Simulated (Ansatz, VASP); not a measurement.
# InP: VASP beside Ansatz

```
In P
1.0
     0.00000    2.87288    2.87288
     2.87288    0.00000    2.87288
     2.87288    2.87288    0.00000
In P
1 1
Direct
  0.00000 0.00000 0.00000
  0.25000 0.25000 0.25000
```

Change from the starting cell: hydrostatic strain -2.7%.

Alike in both runs: task single point; functional PBE; k mesh 8 × 8 × 8; occupations fermi-dirac, width 0.02 eV; no spin polarisation.

|  | VASP | Ansatz |
| --- | --- | --- |
| version | VASP 6.6.1 | Ansatz 0.2.0 |
| potentials or method | VASP PAW PBE potentials, release 64 (In_d, P) | plane waves, PAW |
| plane-wave cutoff (eV) | 520 | 420 |
| valence electrons in the cell | 18 | 18 |

```csv
,VASP,Ansatz,Ansatz less VASP
gap on the k mesh at the Fermi level (eV),1.03,1.04,+0.003
pressure (GPa),8.3,8.4,+0.09
```

Caveats: spin-orbit coupling is left out, which moves the levels of the heavy elements.
